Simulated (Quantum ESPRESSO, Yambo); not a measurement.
An input for Yambo 5.3.0 (HfS2 (1T monolayer)):

```
optics
bss
bse
em1s
dipoles
rim_cut
rim_w
RandQpts= 3000000
RandGvec= 100 RL
CUTGeo= "slab z"
RandGvecW= 9 RL
Chimod= "HARTREE"
BSKmod= "SEX"
BSEmod= "resonant"
BSSmod= "d"
BSENGexx= 20 Ry
BSENGBlk= 4 Ry
% BSEQptR
 1 | 1 |
%
% BSEBands
 10 | 15 |
%
% BEnRange
 0 | 6 | eV
%
% BDmRange
 0.05 | 0.05 | eV
%
BEnSteps= 121
% BLongDir
 1 | 0 | 0 |
%
% BndsRnXs
 5 | 34 |
%
NGsBlkXs= 4 Ry
% LongDrXs
 1 | 1 | 0 |
%
% KfnQP_E
 1.907 | 1.0 | 1.0 |
%
WRbsWF
FFTGvecs= 30 Ry
```

```sh
OMP_NUM_THREADS=2 mpirun -n 4 yambo -F bse8.in -J bse8 -C bse8 > bse8.log
```

The stored states that it reads are on a 15×15×1 mesh. The cell holds 3 atoms: 1 Hf and 2 S. Its edges and angles: a = 3.654 Å, b = 3.654 Å, c = 16.000 Å, α = 90.0°, β = 90.0°, γ = 120.0°. Vacuum lies along c.

Estimate wall time and host memory on 4 MPI ranks of Arm Neoverse V1, shared host.

It took 3 min; on shared hardware allow 90 s to 6 min. Peak host memory was 2.2 GiB.

The kernel grows as the square of the matrix size, and full diagonalisation as its cube.

[Paths, hosts, dates, memory and timing lines, banners, echoed tables and standing remarks are left out of the program output.]

[Logs are printed without paths, hosts, clocks, repeated set-up lines and the standing remarks that a program may print on its own settings, such as how far it seeks lower states.]

[Runs of the session that timed out or met a known fault of the program may be left out.]

[Hosts, paths, dates, database ids (printed as entryN), source tags and the programs' standing remarks are cut or masked in the printed files.]
